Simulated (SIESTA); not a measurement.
The system is In.

```xyz
1
Lattice="-1.8825 1.8825 1.8825 1.8825 -1.8825 1.8825 1.8825 1.8825 -1.8825" Properties=species:S:1:pos:R:3 pbc="T T T"
In    0.0000    0.0000    0.0000
```

This isn't the form of In at room conditions, which is tetragonal.

```yaml
Program: SIESTA 5.4.2
Task: single point
Functional: PBE
Potentials_or_basis: PseudoDojo 0.4 standard (PBE files)
Basis: DZP (energy shift 0.003 Ry; two zetas on semicore shells)
Grid_cutoff: 500 Ry
Energy_shift: 0.003 Ry
k_mesh: 10 × 10 × 10
Occupations: fermi-dirac, width 0.05 eV
Spin: no spin polarisation
```

On this cell: pressure 1.4 GPa; band gap on the k mesh none (metal or under the smearing width).

The same run follows on a disturbed copy (cell strained at random at fixed volume):

```
In
1.0
    -1.86975    1.85713    1.91387
     1.83353   -1.91280    1.93333
     1.85852    1.90157   -1.96954
In
1
Direct
  0.99990 0.99783 0.00147
```

Q: What does the disturbed cell give?

A: The energy (extrapolated to zero smearing) moves by +2.1 meV/atom; pressure 1.5 GPa; band gap on the k mesh none (metal or under the smearing width).

Stress tensor (GPa, compression positive):
```
 2.01 -0.10  0.25
-0.10  1.34  0.50
 0.25  0.50  1.23
```

Caveats: the basis of atomic orbitals isn't converged, which shifts pressures, moduli and gaps.
